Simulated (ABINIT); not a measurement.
The system is SnO2.

```xyz
3
Lattice="1.6171 0.9336 4.8006 -1.6171 0.9336 4.8006 0.0000 -1.8673 4.8006" Properties=species:S:1:pos:R:3 pbc="T T T"
Sn    0.0000    0.0000    7.2009
O     0.0000    0.0000   10.9861
O     0.0000    0.0000    3.4157
```

Measurements of this composition are mostly on another form, of space group No. 136.

| Item | Value |
| --- | --- |
| Program | ABINIT 10.8.3 (patched build) |
| Task | relaxation of cell and atoms |
| Functional | LDA |
| Potentials or basis | JTH PAW LDA v2.0 |
| Cutoff | 626 eV |
| k mesh | 8 × 8 × 8 |
| Occupations | fermi-dirac, width 0.05 eV |
| Spin | no spin polarisation |

At the start: pressure -9.5 GPa; volume 14.50 Å³/atom.

Question: Where does the relaxation end?

Answer: Over 15 steps the energy falls by 48.1 meV/atom and the volume is 12.08 Å³/atom (-16.7 %); space group R-3m (No. 166, to 0.05 Å).

Step by step:
| step | energy change (eV) | largest force (eV/Å) | pressure (GPa) | volume (Å³) |
| --- | --- | --- | --- | --- |
| 1 | 0.0000 | 0.7283 | -9.49 | 43.49 |
| 2 | -0.0653 | 0.3431 | -4.90 | 42.24 |
| 3 | -0.0853 | 0.0923 | 0.29 | 41.01 |
| 4 | -0.0866 | 0.0711 | -0.15 | 41.06 |
| 5 | -0.0923 | 0.0633 | -1.41 | 40.96 |
| 6 | -0.0981 | 0.1373 | -1.87 | 40.51 |
| 7 | -0.1058 | 0.2973 | -1.61 | 39.55 |
| 8 | -0.1126 | 0.4852 | -0.50 | 38.08 |
| 9 | -0.1177 | 0.5337 | 0.45 | 37.18 |
| 10 | -0.1279 | 0.4433 | 2.71 | 35.43 |
| 11 | -0.1408 | 0.1994 | 1.64 | 35.74 |
| 12 | -0.1442 | 0.0130 | 0.13 | 36.32 |
| 13 | -0.1444 | 0.0119 | 0.20 | 36.20 |
| 14 | -0.1444 | 0.0056 | 0.08 | 36.22 |
| 15 | -0.1444 | 0.0003 | -0.01 | 36.24 |

Final structure:
```
CELL_PARAMETERS angstrom
1.60415 0.92615 4.06493
-1.60415 0.92615 4.06493
0.00000 -1.85231 4.06493
ATOMIC_POSITIONS crystal
Sn 0.50000 0.50000 0.50000
O 0.75493 0.75493 0.75493
O 0.24507 0.24507 0.24507
```

Caveat: the volume moved by over 15 % at a fixed basis, so the end points are rough; the atomic spheres overlap.
